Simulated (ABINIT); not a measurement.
Input of an ABINIT 10.8.3 (patched build) run:

File run.abi:

```
# Pseudopotentials
pp_dirpath "./"
pseudos "Ge.upf"

# Structure
acell 7.5543424031 7.5543424033 12.4710169184
rprim
     1.0000000000     0.0000000000     0.0000000000
    -0.5000000000     0.8660254038     0.0000000000
     0.0000000000     0.0000000000     1.0000000000
ntypat 1
znucl 32
natom 4
typat 1 1 1 1
xred
     0.3333333333     0.6666666667     0.9370987500
     0.6666666667     0.3333333333     0.4370987500
     0.3333333333     0.6666666667     0.5629012500
     0.6666666667     0.3333333333     0.0629012500

# Plane-wave basis
ecut 35.0

# k points
kptopt 1
ngkpt 6 6 3
nshiftk 1
shiftk 0.0 0.0 0.0

# Exchange and correlation
ixc -116133

# Bands and occupations
nband 34
occopt 3
tsmear 0.05 eV

# SCF cycle
nstep 100
tolvrs 1.0e-10

# Output
iomode 3
prtwf 0
prteig 0
prtebands 0
enunit 1
prtvol 2
prtden 1
prtvha 1
prtvclmb 1
prtpot 1
prtelf 1
```

Potentials or basis: PseudoDojo NC SR PBEsol v0.4.1 standard.

Command:

```sh
$ abinit run.abi > log 2>&1
```

(1) What does it give for the pressure?

(2) What does it give for the band gap on the k mesh?

Answers

(1) -1.8 GPa.

(2) 0.17 eV, direct.

Caveat: an odd mesh through Γ misses points on the zone boundary, where band edges often lie.
